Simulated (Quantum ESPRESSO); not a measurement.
MgO:

```
CELL_PARAMETERS angstrom
0.00000 2.09700 2.09700
2.09700 0.00000 2.09700
2.09700 2.09700 0.00000
ATOMIC_POSITIONS crystal
Mg 0.00000 0.00000 0.00000
O 0.50000 0.50000 0.50000
```

The cell is a database's computed one.

Base run:

* Program: Quantum ESPRESSO 7.5
* Functional: PBE
* Potentials or basis: SG15 PBE 1.2
* Cutoff: 1197 eV
* Density cutoff: 4789 eV
* k mesh: 11 × 11 × 11
* Occupations: fermi-dirac, width 0.05 eV
* Spin: no spin polarisation

Its results: band gap on the k mesh 4.89 eV, direct; pressure 7.1 GPa.

Problem. After a change of settings the same cell gave: band gap on the k mesh 4.76 eV, direct; pressure 4.6 GPa. Which change was it?
A. functional from PBE to rPW86PBE; dispersion from none to rVV10
B. functional from PBE to RPBE
C. functional from PBE to rev-vdW-DF2
D. functional from PBE to AM05

Solution. D.

AM05 binds more tightly than PBE, so the same cell stands under less pressure.

Caveats: the potentials were made for another functional, which shifts forces and pressure (some runs).
